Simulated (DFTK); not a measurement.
Rh:

```
CELL_PARAMETERS angstrom
0.00000 1.89785 1.89785
1.89785 0.00000 1.89785
1.89785 1.89785 0.00000
ATOMIC_POSITIONS crystal
Rh 0.00000 0.00000 0.00000
```

Base run:

- Program: DFTK 0.8.2
- Functional: r2SCAN
- Potentials or basis: cp2k.nc.sr.pbe.v0_1.largecore.gth (PBE, GTH, large core)
- Cutoff: 2150 eV
- k mesh: 10 × 10 × 10
- Occupations: fermi-dirac, width 0.05 eV
- Spin: no spin polarisation

Its results: band gap on the k mesh none (metal or under the smearing width); pressure 4.6 GPa.

Task: The run is repeated on the same cell with these changes: functional from r2SCAN to TASK; potentials or basis from cp2k.nc.sr.pbe.v0_1.largecore.gth (PBE, GTH, large core) to in-house norm-conserving set (r2SCAN, scalar relativistic); cutoff from 2150 eV to 1197 eV; valence electrons from 9 to 17. What comes out?

Result: Band gap on the k mesh none (metal or under the smearing width); pressure 1.5 GPa.

Caveats: the potentials were made for another functional, which shifts forces and pressure; GTH potentials come without recommended cutoffs, and this one wasn't checked for convergence (some runs); the program warned that the kinetic-energy density falls under its von Weizsäcker bound, which can give unphysical results (some runs); this set keeps more shells in the core, which shifts pressures and gaps (some runs).

Not every run made on this cell is shown here.
